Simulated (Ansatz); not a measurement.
Runs of Ansatz 0.2.0 on MgS. It takes space group P6_3mc (No. 186, hexagonal). Conventional cell: a = 4.035 Å, b = 4.035 Å, c = 6.432 Å, α = 90.00°, β = 90.00°, γ = 120.00°. S (site symmetry 3m) is surrounded by 4 Mg at 2.45 to 2.47 Å. Mg (site symmetry 3m) is surrounded by 4 S at 2.45 to 2.47 Å. The cell comes from a database or a generator and needn't be the stable form of this composition.

```csv
task,level,cell,k mesh,cutoff (eV),smearing,atoms under strain,gap on the mesh (eV),pressure (GPa),relaxed volume (Å³/atom)
relaxation of cell and atoms,PBEsol+D3(BJ)-ATM,relaxed,8 × 8 × 4,420,fermi-dirac 0.05 eV,-,3.42,0.0,21.96
relaxation of cell and atoms,PBEsol+D3(BJ),relaxed,8 × 8 × 4,420,fermi-dirac 0.05 eV,-,3.43,0.0,21.88
relaxation of cell and atoms,PBEsol,relaxed,8 × 8 × 4,420,fermi-dirac 0.05 eV,-,3.30,0.0,22.54
relaxation of cell and atoms,PBEsol+D4,relaxed,8 × 8 × 4,420,fermi-dirac 0.05 eV,-,(a),0.0,22.18
elastic constants,PBEsol,as given,6 × 6 × 4,420,fixed,relaxed,3.28,(b),-
phonons,PBEsol,as given,6 × 6 × 4,420,fixed,-,3.27,-,-
```

Alike in all rows: potentials or basis Ansatz PAW; no spin polarisation.

**Question.** Estimate the missing entries.

**Answer.** (a) 3.37; (b) -0.3.

Caveats: the PAW data sets come from PBE, with cores solved anew for the run's functional, which leaves a small shift of forces and pressure; the plane-wave basis is chosen anew once the cell has moved, so the energies of steps on either side of that aren't comparable (some runs).

